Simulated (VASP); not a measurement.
Here is a VASP 6.6.1 calculation.

INCAR

```
  PREC = Accurate
  ENCUT = 600
  EDIFF = 1E-7
  ISMEAR = 0
  SIGMA = 0.03
  LREAL = False
  LASPH = True
  NELM = 150
  ALGO = Normal
  ISIF = 2
  LWAVE = False
  LCHARG = False
  ISPIN = 2
  MAGMOM = 5 5 -5 -5 0 0 0 0 0 0 0 0
  LORBIT = 11
  LMAXMIX = 4
  GGA = PE
  NBANDS = 70
  AMIX = 0.2
  BMIX = 1E-4
  AMIX_MAG = 0.8
  BMIX_MAG = 1E-4
  KPAR = 4
```

The input KPOINTS:

```
regular mesh
0
Gamma
  6 6 4
```

Contents of POSCAR:

```
MnF2
1.0
    4.8738000000      0.0000000000      0.0000000000
    0.0000000000      4.8738000000      0.0000000000
    0.0000000000      0.0000000000      6.6214000000
Mn F
4 8
Direct
    0.0000000000      0.0000000000      0.0000000000
    0.5000000000      0.5000000000      0.2500000000
    0.0000000000      0.0000000000      0.5000000000
    0.5000000000      0.5000000000      0.7500000000
    0.3053000000      0.3053000000      0.0000000000
    0.1947000000      0.8053000000      0.2500000000
    0.6947000000      0.6947000000      0.0000000000
    0.8053000000      0.1947000000      0.2500000000
    0.3053000000      0.3053000000      0.5000000000
    0.1947000000      0.8053000000      0.7500000000
    0.6947000000      0.6947000000      0.5000000000
    0.8053000000      0.1947000000      0.7500000000
```

Potentials or basis: VASP PAW PBE potentials, release 64 (Mn_pv, F).

Launch:

```bash
$ cat potpaw_PBE.64/Mn_pv/POTCAR potpaw_PBE.64/F/POTCAR > POTCAR
$ mpirun -np 4 vasp_std > vasp.out
```

Task: Estimate the largest force.

Result: 0.085 eV/Å.

Task: Estimate the site moments.

Result: Mn +4.55, -4.55; F +0.03, -0.03 μB.

Task: Estimate the band gap on the k mesh.

Result: 2.00 eV.

Task: Predict the net moment.

Result: 0.00 μB per cell.

Stress tensor (GPa, compression positive):
```
2.79 0.00 0.00
0.00 2.79 0.00
0.00 0.00 3.22
```

A k mesh can miss the band edges. Expect the measured gap to be larger: semilocal functionals such as PBE lack the derivative discontinuity.
